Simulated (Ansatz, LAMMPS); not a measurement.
# Ga in place of Al at several sites of amorphous Al2O3 (155 atoms): runs compared

Aim: make Ga in place of Al at several sites of amorphous Al2O3 (155 atoms), relax each, and compare their energies.

Computed with Ansatz 0.2.0: Kohn-Sham DFT, RPBE, PAW (set soft_2), plane waves.

## (1) The cell as built

The cell holds 155 atoms: 62 Al and 93 O. Cell: a = 11.819 Å, b = 11.819 Å, c = 11.819 Å, α = 90.0°, β = 90.0°, γ = 90.0°. 155 atoms (62 Al, 93 O) placed at random at 3.18 g/cm³, melted at 5000 K for 10 ps at fixed volume with the Morse and Coulomb pair potential with partial charges (Pedone, Malavasi, Menziani, Cormack and Segre, J. Phys. Chem. B 110, 11780 (2006)). Quenched from 5000 K to 300 K at 20 K/ps and fixed volume, held 5 ps, then minimised at fixed cell.

Limits known from the start: The quench rate of 20 K/ps far exceeds what a furnace or splat quench reaches, so expect more defects and frozen-in strain than in a real sample. The starting topology of bonds comes from the classical model, and needn't be the one that DFT or experiment would give. Only the Γ point is sampled, in a cell whose shortest periodic width is 12 Å.

## (2) The reference run

The reference is a single point at the end of the relaxation.

Every defect cell starts from the geometry of this run and is relaxed in the fixed cell.

Its input, with most atom lines left out:

```yaml
crystal:
  lattice:
    - [11.8191, 0.0, 0.0]
    - [0.0, 11.8191, 0.0]
    - [0.0, 0.0, 11.8191]
  atoms:
    - { symbol: Al, position: [0.68313, 0.31262, 0.47211] }
    - { symbol: Al, position: [0.21087, 0.26019, 0.51358] }
    - { symbol: Al, position: [0.15766, 0.37819, 0.19414] }
    - { symbol: Al, position: [0.038, 0.695, 0.43427] }
    - { symbol: Al, position: [0.43944, 0.62277, 0.19137] }
    - { symbol: Al, position: [0.34588, 0.87655, 0.12707] }
    - { symbol: Al, position: [0.16553, 0.1874, 0.76666] }
    [... atom lines 8 to 155 left out ...]
kpoints:
  mp_grid: { grid: [1, 1, 1] }
hamiltonian:
  xc: rpbe
scf:
  occupations: { method: fixed }
output:
  forces: true
  stress: true
  populations: true
  dos:
    method: { smearing: { sigma: 0.08 } }
    de: 0.1
    projected: { site_lists: { Al: [Al], O: [O] } }
  eigenvalues: true
  write_density: true
  write_potential: true
  volumetric_format: npy
  elf: true
```

```
free energy per atom   : -559.0249 eV/atom
r.m.s. force component : 0.00946 eV/Å
pressure               : 5.656 GPa
```

Filled and empty levels are parted by 3.68 eV (at Γ alone); a semilocal functional tends to put such gaps too low. In a disordered cell it changes from sample to sample, and tail or defect levels can set it.

## (3) The runs

Each row is one run, on 4 threads of Intel Xeon 6975P-C (Granite Rapids), shared host. The free energy is the program's total, comparable only between runs with the same functional, potentials and atoms.

| run | atoms | outcome | ionic steps, all passes | free energy (eV) | time | host memory (GiB) |
| --- | --- | --- | --- | --- | --- | --- |
| Single point at the start | 155 | converged | - | -86644.939 | 12 s | 2.3 |
| Relaxation | 155 | converged | 11 | -86648.855 | 86 s | 2.2 |
| Single point at the relaxed geometry | 155 | converged | - | -86648.855 | 22 s | 2.4 |
| Ga on a site of Al, site Al37 | 155 | converged | 6 | -89894.047 | 2.7 min | 4.4 |
| Ga on a site of Al, site Al6 | 155 | converged | 8 | -89894.097 | 3.6 min | 4.4 |
| Ga on a site of Al, site Al49 | 155 | converged | 5 | -89894.236 | 2.3 min | 4.4 |
| Ga on a site of Al, site Al15 | 155 | converged | 7 | -89894.138 | 3 min | 4.4 |
| Ga on a site of Al, site Al5 | 155 | converged | 6 | -89894.039 | 2.8 min | 4.4 |
| Ga on a site of Al, site Al55 | 155 | converged | 8 | -89893.877 | 3.8 min | 4.4 |

In some runs the program notes that starting moments were not kept.

The surroundings of site Al49, the cheapest one, after relaxation, nearest first, numbered as they follow in the input and with coordinates relative to it.

| atom | x | y | z | distance (Å) | bonds |
| --- | --- | --- | --- | --- | --- |
| Ga49 | 0.00 | -0.08 | 0.08 | 0.11 | 4 |
| O71 | -1.68 | -0.44 | 0.61 | 1.84 | 2 |
| O66 | -0.16 | 1.79 | 0.43 | 1.85 | 4 |
| O104 | -0.20 | -0.19 | -1.85 | 1.87 | 3 |
| O148 | 1.76 | -0.82 | 0.11 | 1.94 | 3 |
| O74 | 1.39 | 1.91 | -1.67 | 2.89 | 3 |
| Al41 | 1.15 | 0.52 | -2.74 | 3.01 | 4 |
| O149 | 0.99 | -1.51 | 2.43 | 3.03 | 3 |
| Al21 | -1.94 | -2.11 | 0.99 | 3.03 | 5 |
| Al25 | 2.49 | -0.39 | 1.81 | 3.10 | 5 |

The column of bonds counts only the pairs O-Al within 2.43 Å, O-Ga within 2.33 Å; other neighbours, such as metal atoms beside each other in a compound, aren't counted, and periodic images can show an atom twice.

## (4) The sites compared

All these cells hold the same atoms, so their energies can be compared with no chemical potential.

| site | neighbours | mean distance (Å) | atoms within 6 Å | energy over the best site (eV) | before relaxation (eV) | gain on relaxing (eV) |
| --- | --- | --- | --- | --- | --- | --- |
| Al49 | O4 | 1.80 | 85 | 0.00 | 0.00 | 0.32 |
| Al15 | O4 | 1.80 | 88 | 0.10 | 0.07 | 0.29 |
| Al6 | O6 | 1.99 | 79 | 0.14 | 0.08 | 0.26 |
| Al37 | O4 | 1.79 | 83 | 0.19 | 0.18 | 0.31 |
| Al5 | O5 | 1.88 | 84 | 0.20 | 0.15 | 0.27 |
| Al55 | O4 | 1.75 | 79 | 0.36 | 0.42 | 0.38 |

Neighbours are those of the relaxed host within 2.43 Å (O-Al); other pairs aren't counted.

## (5) Findings

The cheapest site is Al49 (4 neighbours, O4); the dearest, Al55 (4 neighbours, O4), costs 0.36 eV more. By coordination the energies over the best site are 0.00 to 0.36 eV with 4 neighbours, 0.20 eV with 5 neighbours and 0.14 eV with 6 neighbours. Relaxation gains 0.26 to 0.38 eV and leaves the best site the same.

Caveats: Defects are neutral and interact with their images. The reference ran with fixed occupations, but 6 of the 6 defect cells with fermi-dirac smearing of 0.025 eV, spin polarised. In a disordered cell the relaxation can also rearrange atoms far from the site. In the spin-polarised runs the search for a state of lower energy was switched off. Only 6 of the 62 Al sites were tried; unless symmetry makes the others alike to these, a cheaper one may exist. The pressure of 5.7 GPa means that a free cell would grow at this level.

The DFT runs together took 20 min of wall time.

[Logs are printed without paths, hosts, clocks, repeated set-up lines and the standing remarks that a program may print on its own settings, such as how far it seeks lower states.]

[Hosts, paths, dates, database ids (printed as entryN), source tags and the programs' standing remarks are cut or masked in the printed files.]
